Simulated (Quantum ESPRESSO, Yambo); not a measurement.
# KI (Fm-3m): Bethe-Salpeter spectra with Yambo, part 2 of 4

Aim: follow the lowest exciton of KI (Fm-3m) as the mesh is refined.

Quantum ESPRESSO 7.5 and Yambo 5.3.0; PBE and many-body steps on it, plane waves. Known limits of the many-body steps: not at the basis limit; no spin-orbit coupling; bindings not settled in the k mesh.

So far. Step 4 (Screening and self-energy, 4×4×4 mesh, 147 bands …): The gap on the mesh goes from 3.97 eV to 6.02 eV, a correction of +2.06 eV. Step 5 (Empty states on the mesh, 4×4×4 mesh, 37 bands): On this mesh the gap is 3.968 eV.

### 7. Excitons

Light makes an electron and a hole together. The Bethe-Salpeter equation adds their screened attraction and their exchange, in a window of bands around the gap.

This step: Bethe-Salpeter equation on PBE with a scissors shift, plane waves, norm-conserving pseudopotentials.

Input file bse3.in:

```
optics
bss
bse
em1s
dipoles
rim_cut
RandQpts= 1000000
RandGvec= 1 RL
Chimod= "HARTREE"
BSKmod= "SEX"
BSEmod= "resonant"
BSSmod= "d"
BSENGexx= 20 Ry
BSENGBlk= 4 Ry
% BSEQptR
 1 | 1 |
%
% BSEBands
 15 | 21 |
%
% BEnRange
 0 | 8 | eV
%
% BDmRange
 0.1 | 0.1 | eV
%
BEnSteps= 161
% BLongDir
 1 | 0 | 0 |
%
% BndsRnXs
 11 | 37 |
%
NGsBlkXs= 4 Ry
% LongDrXs
 1 | 1 | 1 |
%
% KfnQP_E
 2.057 | 1.0 | 1.0 |
%
WRbsWF
FFTGvecs= 34 Ry
```

Launch:

```console
$ OMP_NUM_THREADS=1 mpirun -n 4 yambo -F bse3.in -J bse3 -C bse3 > bse3.log
```

The log of the run:

```text
 Yambo, version 5.3.0

 [02] CORE Variables Setup
 =========================

  [... cell, symmetries and grids as in the set-up ...]

  [02.05] Energies & Occupations
  ==============================

  [X] === General ===
  [X] Electronic Temperature                        :  0.000000  0.000000 [eV K]
  [X] Bosonic    Temperature                        :  0.000000  0.000000 [eV K]
  [X] Finite Temperature mode                       : no
  [X] El. density                                   :  0.38557E+24 [cm-3]
  [X] Fermi Level                                   :  2.834745 [eV]

  [X] === Gaps and Widths ===
  [X] Conduction Band Min                           :  3.967596 [eV]
  [X] Valence Band Max                              :  0.000000 [eV]
  [X] Filled Bands                                  :  17
  [X] Empty Bands                                   :   18   37
  [X] Direct Gap                                    :  3.967596 [eV]
  [X] Direct Gap localized at k                     :  1
  [X] Indirect Gap                                  :  3.967596 [eV]
  [X] Indirect Gap between kpts                     :  1  1
  [X] Last valence band width                       :  0.596217 [eV]
  [X] 1st conduction band width                     :  2.515618 [eV]

 [03] Transferred momenta grid and indexing
 ==========================================

 [BZ sampling] Q-grid is User defined and/or read from the database

 IBZ Q-points                                      :   8
 BZ  Q-points                                      :   64

 K/Q-points units:
 rlu = crystal or reduced units; cc = cartesian coordinates; iku = interal k-units

 Q [1]          [rlu]:  0.000000  0.000000  0.000000
 Q [2]          [rlu]: -0.66843E-18 -0.66843E-18  0.25000
 Q [3]          [rlu]:  0.13369E-17  0.13369E-17 -0.50000
 Q [4]          [rlu]: -0.20426E-17  0.25000      0.25000
 Q [5]          [rlu]:  0.31425E-16  0.25000      0.50000
 Q [6]          [rlu]:  0.13369E-17  0.25000     -0.25000
 Q [7]          [rlu]:  0.40852E-17 -0.50000     -0.50000
 Q [8]          [rlu]:  0.250000 -0.500000 -0.250000

  [03.01] X + BSE indexes
  =======================

   [03.01.01] Sigma indexes
   ========================

 [04] Coloumb potential Random Integration (RIM)
 ===============================================

  [04.01] RIM initialization
  ==========================

  * Diagonal components only detected *

  8 x (sBL volume)        :  0.052104 [a.u.]
  sBZ random points       :  1000000
  Points outside the sBZ  :   7968281
  RL volume               :  0.416836 [a.u.]
  Integrated volume       :  0.418495 [a.u.]

  [04.02] RIM integrals
  =====================

  Gamma point sphere radius             :  0.067750 [a.u.]
  Points outside the sphere             :   800476
  [Int_sBZ(q=0) 1/q^2]*(Vol_sBZ)^(-1/3) =:  7.776341
                                 should be <:  7.795600

  Summary of Coulomb integrals for non-metallic bands |Q|[au] RIM/Bare

  Q [1] 0.100000E-4 0.997530 * Q [2] 0.203768 1.068480
  Q [4] 0.235291 1.066792 * Q [6] 0.332752 1.029814
  Q [5] 0.390186 1.022655 * Q [3] 0.407536 1.020683
  Q [7] 0.470582 1.017590 * Q [8] 0.526126 1.014612

 [WARNING] [BS] User bands 15-21 break level degeneracy

 [05] External/Internal QP corrections
 =====================================

 [QP_apply] Action to be applied: USER defined scissor

  [05.01]  QP corrections report
  ==============================

  [K+QP] === General ===
  [K+QP] Electronic Temperature                     :  0.000000  0.000000 [eV K]
  [K+QP] Bosonic    Temperature                     :  0.000000  0.000000 [eV K]
  [K+QP] Finite Temperature mode                    : no
  [K+QP] El. density                                :  0.38557E+24 [cm-3]
  [K+QP] Fermi Level                                :  0.000000 [eV]

  [K+QP] === Gaps and Widths ===
  [K+QP] Conduction Band Min                        :  6.024596 [eV]
  [K+QP] Valence Band Max                           :  0.000000 [eV]
[...]
[K+QP] Direct Gap localized at k                  :  1
  [K+QP] Indirect Gap                               :  6.024596 [eV]
  [K+QP] Indirect Gap between kpts                  :  1  1
  [K+QP] Last valence band width                    :  0.596217 [eV]
  [K+QP] 1st conduction band width                  :  2.515618 [eV]

  [coarse-grid] Minimum Bare Gap        [ev]:  3.967596
  [coarse-grid] Minimum Gap Correction  [ev]:  2.057000

  Eqp @ K [1]
  -173.4182 -120.2763 -120.2763 -120.2763  -42.6651  -42.6651  -42.6562  -42.6562
   -42.6562     -28.4947     -11.9819     -11.9819     -11.9819     -10.5174    -0.214670E-6 -0.122461E-6
    0.00000   6.02460   8.58031   8.58031   8.58031   9.30100   9.30100  11.84998
   14.76061  14.76061  14.76061  15.06767  15.06767  15.06767  17.10319  17.10321
   19.26838  21.46229  21.46231  21.46246  21.69056
  Eqp @ K [2]
  -173.4182 -120.2764 -120.2764 -120.2764  -42.6715  -42.6715  -42.6641  -42.6604
  -42.66041 -28.49364 -12.06074 -11.98300 -11.98300 -10.37513  -0.75572  -0.17544
[...]
18.49640  18.88608  18.88609  21.91241  22.04351
  Eqp @ K [3]
[...]
19.32177  19.60302  20.74288  20.74288  21.77697
  Eqp @ K [4]
[...]
18.71640  19.21053  19.21055  19.47323  22.05321
  Eqp @ K [5]
[...]
18.77610  18.79741  19.65594  19.99506  20.78307
  [... 2 further k-points ...]
  Eqp @ K [8]
[...]
-42.66370 -28.49193 -12.03255 -12.01350 -12.01350 -10.31715  -0.72315  -0.72315
   -0.59622   8.54021   8.54021   8.71824  10.24756  10.91354  11.66588  12.03225
   12.39971  12.39971  14.26519  14.65831  14.65831  17.23349  18.02427  18.33661
   18.33661  19.21301  19.21301  19.68296  19.78895

 [06] Dipoles
 ============

  [06.01] Setup: observables and procedures
  =========================================

  [WARNING] [r,Vnl^pseudo] included in position and velocity dipoles.

  [WARNING] In case H contains other non local terms, these are neglected

 [07] Static Dielectric Matrix
 =============================

 [WR./bse3//ndb.em1s]------------------------------------------------------------
  Brillouin Zone Q/K grids (IBZ/BZ)                :    8   64    8   64
  RL vectors                                       :  2085 [WF]
  Coulomb cutoff potential                         : none
  Electronic Temperature                           :  0.000000 [K]
  Bosonic    Temperature                           :  0.000000 [K]
  Static diel. fun.  energies                      : Perdew, Burke & Ernzerhof(X)+Perdew, Burke & Ernzerhof(C)
  wavefunctions                                    : Perdew, Burke & Ernzerhof(X)+Perdew, Burke & Ernzerhof(C)
  Global Gauge                                     : length
  X matrix size                                    :   89
  X band range                                     :   11   37
  X e/h energy range                               : -1.000000 -1.000000 [eV]
  X Time ordering                                  : T
  X Hxc Kernel                                     : HARTREE
  X Drude frequency                                :  0.000000  0.000000
  X poles                                          :  100.0000 [o/o]
  RL vectors in the sum                            :  2085
  [r,Vnl] included                                 : yes
  Field direction                                  :  0.577350E-5  0.577350E-5  0.577350E-5
  BZ energy Double Grid                            : no
  BZ energy DbGd points                            : 0
  BZ Q point size factor                           : -1.000000
  X Optical Averaged directions                    : none

 [08] Bethe Salpeter Equation driver
 ===================================

  [08.01] Bethe Salpeter Equation @q1
  ===================================

   [08.01.01] Transition pre-analysis @q1
   ======================================

   [08.01.02] Transition Groups build-up @q1
   =========================================

   [BSK] Transition groups (total):  16
   [BSK] Size (resonant):   768
   [BSK]         (total):   768
   [BSK] N. of matrices :  1

   [08.01.03] Loading Dipoles @q1
   ==============================

   [08.01.04] Independent Particles properties @q1
   ===============================================

   ==========================================================

   [BSE] Exchange components :   941
   [BSE] Correlation components :    89   387

    [08.01.05.01] Screened interaction header I/O
    =============================================

    [08.01.05.02] Main kernel loop
    ==============================

    [08.01.05.03] Wave-Function Phases
    ==================================

    [BSE] WF phases found       :  39.06250 [o/o]

   [08.01.06] BSE solver(s) @q1
   ============================

   [08.01.07] Diago Solver @q1
   ===========================

 [11] Game Over & Game summary
```

Wall time 9.4 s (4 MPI ranks of Arm Neoverse V1, shared host); peak memory 1.1 GiB.

Numbers from this step:

| Quantity | Value |
| --- | --- |
| transitions in the window | 768 |
| direct gap of the transition levels | 6.025 eV |
| lowest state | 5.154 eV |
| first strong exciton (over a fiftieth of the strongest listed) | 5.154 eV |
| binding of the lowest state below the direct gap | 0.8703 eV |
| Coulomb term of one mesh cell | 0.8732 eV |

The binding is 1.00 times the screened Coulomb term of one mesh cell (0.87 eV), so it is not shown settled.

The lowest state lies at 5.154 eV, 0.870 eV under the direct gap.

Lines within 3 meV are set at the lowest of them, and the highest group, which the list may cut short, is left out. Lines of the exciton spectrum (strongest = 100):

| position (eV) | lines merged | strength, relative |
| --- | --- | --- |
| 5.154 | 3 | 47 |
| 6.034 | 3 | 100 |
| 6.246 | 3 | 0.0 |
| 6.450 | 1 | 0.0 |
| 6.455 | 4 | 28 |
| 6.482 | 3 | 0.0 |
| 6.502 | 2 | 0.0 |
| 6.562 | 3 | 0.0 |

The ε₂ has structure finer than the step of the table below, so its rows give means over 0.25 eV, whole bins alone (the curve runs from 0 to 8 eV). Peaks (eV: height): BSE 5.150: 6.63, 6.050: 13.8, 6.450: 4.95, 6.950: 4.33; no electron-hole interaction 6.050: 1.28, 7.300: 5.44.

Field along x; broadening 0.1 eV; transition window only. Limits: finite bands, cutoff and mesh; no spin-orbit coupling; exciton not shown settled in the k mesh. ε₂ against photon energy; means over each step:

| photon energy (eV) | BSE | no electron-hole interaction |
| --- | --- | --- |
| 0.25 | 0.0127 | 0.00774 |
| 0.50 | 0.0138 | 0.00823 |
| 0.75 | 0.0150 | 0.00878 |
| 1.00 | 0.0164 | 0.00939 |
| 1.25 | 0.0181 | 0.0101 |
| 1.50 | 0.0200 | 0.0108 |
| 1.75 | 0.0223 | 0.0117 |
| 2.00 | 0.0250 | 0.0126 |
| 2.25 | 0.0283 | 0.0137 |
| 2.50 | 0.0323 | 0.0149 |
| 2.75 | 0.0373 | 0.0163 |
| 3.00 | 0.0438 | 0.0179 |
| 3.25 | 0.0523 | 0.0198 |
| 3.50 | 0.0640 | 0.0221 |
| 3.75 | 0.0808 | 0.0248 |
| 4.00 | 0.107 | 0.0281 |
| 4.25 | 0.152 | 0.0323 |
| 4.50 | 0.246 | 0.0376 |
| 4.75 | 0.537 | 0.0448 |
| 5.00 | 2.65 | 0.0552 |
| 5.25 | 3.89 | 0.0723 |
| 5.50 | 1.16 | 0.109 |
| 5.75 | 2.17 | 0.256 |
| 6.00 | 9.76 | 0.966 |
| 6.25 | 4.35 | 0.398 |
| 6.50 | 3.66 | 0.252 |
| 6.75 | 2.25 | 0.357 |
| 7.00 | 3.24 | 0.857 |
| 7.25 | 2.74 | 3.84 |
| 7.50 | 1.97 | 4.06 |
| 7.75 | 1.77 | 3.72 |

The program warns that the window of bands cuts a degenerate level, which breaks the symmetry of states and spectrum.

### 8. Triplet (no exchange term)

bse4.in, as its differences from bse3.in of step 7:

```diff
@@ -12,3 +12,3 @@
 BSSmod= "d"
-BSENGexx= 20 Ry
+BSENGexx= 1 RL
 BSENGBlk= 4 Ry
```

Launch:

```console
$ OMP_NUM_THREADS=1 mpirun -n 4 yambo -F bse4.in -J bse4,bse3_W -C bse4 > bse4.log
```

The log of the run:

```text
 Yambo, version 5.3.0

 [02] CORE Variables Setup
 =========================

  [... cell, symmetries and grids as in the set-up ...]

  [02.05] Energies & Occupations
  ==============================

  [X] === General ===
  [X] Electronic Temperature                        :  0.000000  0.000000 [eV K]
  [X] Bosonic    Temperature                        :  0.000000  0.000000 [eV K]
  [X] Finite Temperature mode                       : no
  [X] El. density                                   :  0.38557E+24 [cm-3]
  [X] Fermi Level                                   :  2.834745 [eV]

  [X] === Gaps and Widths ===
  [X] Conduction Band Min                           :  3.967596 [eV]
  [X] Valence Band Max                              :  0.000000 [eV]
  [X] Filled Bands                                  :  17
  [X] Empty Bands                                   :   18   37
  [X] Direct Gap                                    :  3.967596 [eV]
  [X] Direct Gap localized at k                     :  1
  [X] Indirect Gap                                  :  3.967596 [eV]
  [X] Indirect Gap between kpts                     :  1  1
  [X] Last valence band width                       :  0.596217 [eV]
  [X] 1st conduction band width                     :  2.515618 [eV]

 [03] Transferred momenta grid and indexing
 ==========================================

 IBZ Q-points                                      :   8
 BZ  Q-points                                      :   64

 K/Q-points units:
 rlu = crystal or reduced units; cc = cartesian coordinates; iku = interal k-units

 Q [1]          [rlu]:  0.000000  0.000000  0.000000
 Q [2]          [rlu]: -0.66843E-18 -0.66843E-18  0.25000
 Q [3]          [rlu]:  0.13369E-17  0.13369E-17 -0.50000
[...]
[K+QP] Direct Gap localized at k                  :  1
  [K+QP] Indirect Gap                               :  6.024596 [eV]
  [K+QP] Indirect Gap between kpts                  :  1  1
  [K+QP] Last valence band width                    :  0.596217 [eV]
  [K+QP] 1st conduction band width                  :  2.515618 [eV]

  [coarse-grid] Minimum Bare Gap        [ev]:  3.967596
  [coarse-grid] Minimum Gap Correction  [ev]:  2.057000

  Eqp @ K [1]
  -173.4182 -120.2763 -120.2763 -120.2763  -42.6651  -42.6651  -42.6562  -42.6562
   -42.6562     -28.4947     -11.9819     -11.9819     -11.9819     -10.5174    -0.214670E-6 -0.122461E-6
    0.00000   6.02460   8.58031   8.58031   8.58031   9.30100   9.30100  11.84998
[...]
19.26838  21.46229  21.46231  21.46246  21.69056
  Eqp @ K [2]
[...]
18.49640  18.88608  18.88609  21.91241  22.04351
  Eqp @ K [3]
[...]
19.32177  19.60302  20.74288  20.74288  21.77697
  Eqp @ K [4]
[...]
18.71640  19.21053  19.21055  19.47323  22.05321
  Eqp @ K [5]
[...]
18.77610  18.79741  19.65594  19.99506  20.78307
  [... 2 further k-points ...]
  Eqp @ K [8]
[...]
-0.59622   8.54021   8.54021   8.71824  10.24756  10.91354  11.66588  12.03225
   12.39971  12.39971  14.26519  14.65831  14.65831  17.23349  18.02427  18.33661
   18.33661  19.21301  19.21301  19.68296  19.78895

 [06] Dipoles
 ============

  [06.01] Setup: observables and procedures
  =========================================

  [WARNING] [r,Vnl^pseudo] included in position and velocity dipoles.

  [WARNING] In case H contains other non local terms, these are neglected

 [07] Static Dielectric Matrix
 =============================

    [08.01.05.02] Main kernel loop
    ==============================

    [08.01.05.03] Wave-Function Phases
    ==================================

    [BSE] WF phases found       :  39.06250 [o/o]

   [08.01.06] BSE solver(s) @q1
   ============================

   [08.01.07] Diago Solver @q1
   ===========================

 [11] Game Over & Game summary
```

Run time: 4.6 s. Hardware: 4 MPI ranks; peak memory 1.1 GiB.

The lowest triplet lies at 5.100 eV; without spin-orbit coupling triplets are dark, so no spectrum is read.

The program warns that the window of bands cuts a degenerate level, which breaks the symmetry of states and spectrum.

### 9. Empty states on the mesh, 6×6×6 mesh, 37 bands

This step: Quantum ESPRESSO 7.5; DFT, PBE, plane waves, norm-conserving pseudopotentials.

Input file pw.in:

```
&control
  calculation = 'nscf'
  prefix = 'x'
  outdir = 'o'
  pseudo_dir = 'pseudo'
/
&system
  ibrav = 0
  nat = 2
  ntyp = 2
  ecutwfc = 76.0
  nbnd = 37
  force_symmorphic = .true.
/
&electrons
  conv_thr = 1e-9
  electron_maxstep = 80
  diago_full_acc = .true.
  diago_thr_init = 5e-6
/
ATOMIC_SPECIES
  K 39.098 K.upf
  I 126.9 I.upf
CELL_PARAMETERS angstrom
  0.0000000000 3.5327750000 3.5327750000
  3.5327750000 0.0000000000 3.5327750000
  3.5327750000 3.5327750000 -0.0000000000
ATOMIC_POSITIONS crystal
  K 0.0000000000 0.0000000000 0.0000000000
  I 0.5000000000 0.5000000000 0.5000000000
K_POINTS automatic
  6 6 6 0 0 0
```

Launch:

```console
$ OMP_NUM_THREADS=1 mpirun -n 4 pw.x -nk 4 -in pw.in > pw.out
```

The log of the run:

```text
[banner, memory and clock lines left out]
Program PWSCF v.7.5 starts

     Atomic positions and unit cell read from directory:
     o/x.save/

     Message from routine setup:
     using ibrav=0 with symmetry is DISCOURAGED, use correct ibrav instead

     G-vector sticks info

     bravais-lattice index     =            0
     lattice parameter (alat)  =       9.4413  a.u.
     unit-cell volume          =     595.0789 (a.u.)^3
     number of atoms/cell      =            2
     number of atomic types    =            2
     number of electrons       =        34.00
[...]
19.9092  20.5905  20.5905  21.6210  22.6331

          k = 0.2357 0.2357-0.2357 (  6634 PWs)   bands (ev):

  -170.5835-117.4417-117.4416-117.4416 -39.8338 -39.8338 -39.8314 -39.8249
[...]
2.5779   8.1956   9.8647  10.3544  10.3544  11.2227  11.2227  12.5122
    13.2987  13.2987  15.2246  15.2459  15.2459  16.8729  18.1499  19.0216
    19.0216  20.0791  20.0791  23.0426  23.4112

          k =-0.3536-0.3536 0.3536 (  6658 PWs)   bands (ev):

     [... further k-points ...]

     highest occupied, lowest unoccupied level (ev):     2.8347    6.8023

     XML data file, pseudopotentials, collected wavefunctions
```

Elapsed: 11 s, on 4 MPI ranks; peak memory 0.32 GiB; 45 s of CPU time.

This step gave:

```
gap                                                           : 3.968 eV
k of the valence top                                          : 0, 0, 0
k of the conduction bottom                                    : 0, 0, 0
least direct gap                                              : 3.968 eV
k points computed                                             : 16
lowest point of the top converged band, above the valence top : 17.71 eV
```

On this mesh the gap is 3.968 eV.

### 10. Conversion and set-up

This step: Yambo 5.3.0; conversion and set-up on PBE, plane waves, norm-conserving pseudopotentials.

Launch:

```console
$ (cd o/x.save; p2y > p2y.log; mv SAVE ../..); yambo > setup.log
```

The log of the run:

```text
 Yambo, version 5.3.0

 [02] CORE Variables Setup
 =========================

  [02.01] Unit cells
  ==================

  Cell kind             :  FCC
  Atoms in the cell     :  K  I
  number of K  atoms    :  1
  number of I  atoms    :  1

  List of atomic masses
  Mass of K     :  39.09800
  Mass of I     :  126.9000

  List of atomic coordinates    : [cc]
  K1       :  0.000000  0.000000  0.000000  order 1
  I1       :  6.675977  6.675977  6.675977  order 2

  Alat factors          :  6.675977  6.675977  6.675977 [a.u.]
  Direct lattice volume :  595.0789 [a.u.]
[...]
Q [ 1]         [rlu]:  0.000000  0.000000  0.000000
 Q [ 2]         [rlu]: -0.42040E-17 -0.42040E-17  0.16667
 Q [ 3]         [rlu]: -0.84080E-17 -0.84080E-17  0.33333
[...]
Q [ 8]         [rlu]:  0.48071E-17  0.16667     -0.33333
 Q [ 9]         [rlu]:  0.84080E-17  0.16667     -0.16667
 Q [10]         [rlu]: -0.27235E-17  0.33333      0.33333
     [... 4 further rows ...]
 Q [15]         [rlu]:  0.166667  0.333333 -0.333333
 Q [16]         [rlu]:  0.166667 -0.500000 -0.333333

  [03.01] X indexes
  =================

   [03.01.01] Sigma indexes
   ========================

 [06] Game Over & Game summary
```

Elapsed: 3.9 s, on 1 MPI rank; peak memory 0.26 GiB.

[end of part 2 of 4]

[Paths, hosts, dates, memory and timing lines, banners, echoed tables and standing remarks are left out of the program output.]

[Logs are printed without paths, hosts, clocks, repeated set-up lines and the standing remarks that a program may print on its own settings, such as how far it seeks lower states.]

[Runs of the session that timed out or met a known fault of the program may be left out.]

[Hosts, paths, dates, database ids (printed as entryN), source tags and the programs' standing remarks are cut or masked in the printed files.]
